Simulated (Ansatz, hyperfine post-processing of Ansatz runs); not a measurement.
# Reading the 7Li spectrum of Li2MnPCO7

Calculated values: DFT, PBEsol+U, plane-wave PAW, default files (PAW set soft_2), collinear spin, scalar-relativistic (Ansatz), contact and point-dipole shifts scaled to 330 K with Θ = 0 K (a pure Curie law); spin-only moments, above the ordering temperature.

```
Mn P O C Li
1.0
     5.28468    0.00000    0.00000
    -0.16889    6.33839    0.00000
    -0.34227   -0.19881    8.44847
Mn P O C Li
2 2 14 2 4
Direct
  0.35415 0.68623 0.34881
  0.90037 0.20996 0.65661
  0.83404 0.69630 0.56524
  0.42046 0.19991 0.44019
  0.31665 0.21572 0.60746
  0.93787 0.68048 0.39798
  0.53626 0.66950 0.55185
  0.71824 0.22674 0.45357
  0.94306 0.51903 0.67064
  0.31143 0.37715 0.33478
  0.91127 0.90379 0.65275
  0.34327 0.99240 0.35270
  0.65168 0.19545 0.86953
  0.60285 0.70058 0.13592
  0.06390 0.20163 0.86882
  0.19063 0.69462 0.13662
  0.37743 0.73637 0.90507
  0.87714 0.15972 0.10036
  0.85796 0.18480 0.95298
  0.39658 0.71132 0.05246
  0.32465 0.52318 0.73261
  0.92977 0.37306 0.27279
  0.35469 0.02608 0.81655
  0.89979 0.87011 0.18886
```

7Li MAS at 11.7 T (193.6 MHz), 60 kHz, 330 K; contact and dipolar shift alone, no orbital or quadrupolar part; lines under 1.5 % of the strongest are left out. Lines of the NMR spectrum (strongest = 100):

```csv
position (ppm),intensity
-866.9,2.6
-557.0,11
-491.9,2.9
-247.1,39
-182.0,29
62.8,56
127.9,100
372.7,35
437.8,19
682.6,12
747.6,7.0
992.5,2.9
```

**Question.** Which lines are isotropic ones rather than spinning sidebands, and which Li atoms give them?

Sidebands are spaced by 310 ppm (the spinning rate over the resonance of 193.6 MHz). An isotropic line need not be the tallest: it is the area-weighted centre of its own family of sidebands, and the one that stays put when the rate is changed. Isotropic shifts: 128 ppm for atom 21 and the 1 atom equivalent to it (2 Mn through links of 85° (1), 96° (1) and 115° (1)), reduced anisotropy 533 ppm; 63 ppm for atom 23 and the 1 atom equivalent to it (2 Mn through links of 85° (1), 98° (1) and 109° (1)), reduced anisotropy 740 ppm. The families' total areas stand as 1:1; where areas are equal the match rests on the calculation.

[Logs are printed without paths, hosts, clocks, repeated set-up lines and the standing remarks that a program may print on its own settings, such as how far it seeks lower states.]

[Hosts, paths, dates, database ids (printed as entryN), source tags and the programs' standing remarks are cut or masked in the printed files.]
